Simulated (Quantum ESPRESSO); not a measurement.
# BN in Quantum ESPRESSO: the effect of functional

The system is BN.

```
N B
1.0
     0.00000    1.81300    1.81300
     1.81300    0.00000    1.81300
     1.81300    1.81300    0.00000
N B
1 1
Direct
  0.25000 0.25000 0.25000
  0.00000 0.00000 0.00000
```

The cell is a database's computed one.

Alike in all runs:

* Program: Quantum ESPRESSO 7.5
* Task: phonons
* Potentials or basis: PseudoDojo 0.4.1 SR PBE standard
* Cutoff: 1143 eV
* Density cutoff: 4572 eV
* k mesh: 8 × 8 × 8, shifted
* Occupations: fermi-dirac, width 0.05 eV
* Spin: no spin polarisation

Each run relaxes the cell or the atoms first.

Q: One run gave: relaxed volume 5.86 Å³/atom; dielectric constant 4.58 mean; highest phonon frequency 1053 cm⁻¹. Which functional did it use?
A. PBE
B. WC
C. revPBE
D. AM05

A: D.

```csv
functional,relaxed volume (Å³/atom),dielectric constant (mean),highest phonon frequency (cm⁻¹)
PBE,5.95,4.55,1029
AM05,5.86,4.58,1053
WC,5.89,4.57,1042
revPBE,5.97,4.54,1025
```

Caveats: the potentials were made for another functional, which shifts forces and pressure (some runs).
